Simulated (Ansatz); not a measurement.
**CdTe: stiffness from a series of strains**

```yaml
crystal:
  lattice:
    - [3.06529, -3.09461, 0.00000]
    - [3.06529, 3.09461, 0.00000]
    - [0.00000, 0.00000, 6.09065]
  atoms:
    - { symbol: Cd, position: [0.27703, 0.72297, 0.75000] }
    - { symbol: Cd, position: [0.72297, 0.27703, 0.25000] }
    - { symbol: Te, position: [0.76614, 0.23386, 0.75000] }
    - { symbol: Te, position: [0.23386, 0.76614, 0.25000] }
```

Atom numbers follow the list: Cd1, Cd2, Te3, Te4.

The conventional cell has a = 6.131 Å, b = 6.189 Å, c = 6.091 Å, α = 90.00°, β = 90.00°, γ = 90.00°. Cd (atom 1) is surrounded by 6 Te at 3.03 to 3.16 Å. Around Te (atom 3) lie 6 Cd at 3.03 to 3.16 Å.

The cell is the one relaxed in the Materials Project (mp-1066480), not relaxed further here; entries there can be hypothetical.

No spin–orbit coupling, which matters for the heavy atoms here.

All numbers below come from DFT, PBEsol, all-electron LAPW, scalar-relativistic in Ansatz 0.2.0.

The runs use a Γ-centred 9×9×6 k mesh, Fermi–Dirac smearing of 0.05 eV, basis error target 1 meV/atom, no spin polarisation.

The strain is applied along the Cartesian axes of the cell as listed (the other components stay zero). Fractional coordinates are held (clamped ions).

σ is the change of stress from the unstrained cell, which is at -3.21 GPa; tension is positive, so slopes are stress–strain coefficients at that pressure. In a metal the k mesh adds noise.

Only quantities that a quadratic follows smoothly over the whole series are listed; rougher ones are left out.

```
    εzz  σzz (GPa)  σxx (GPa)
-0.0300      -2.58      -0.81
-0.0100      -0.75      -0.25
 0.0000       0.00       0.00
 0.0100       0.65       0.24
 0.0200       1.21       0.47
 0.0300       1.70       0.68
```

Problem. Fit the series and read off the stiffness at zero strain.

Solution. Least-squares fits y = p0 + p1 x + p2 x² to the rows give σzz (GPa): p1 = 71.1, p2 = -490; σxx (GPa): p1 = 24.8, p2 = -74. So C33 = 71 GPa and C13 = 25 GPa, for these axes.

Problem. One run, at εzz = -0.0200, is withheld. Predict its row.

Solution. The fits give -1.62, -0.52; the run gave -1.60, -0.52.
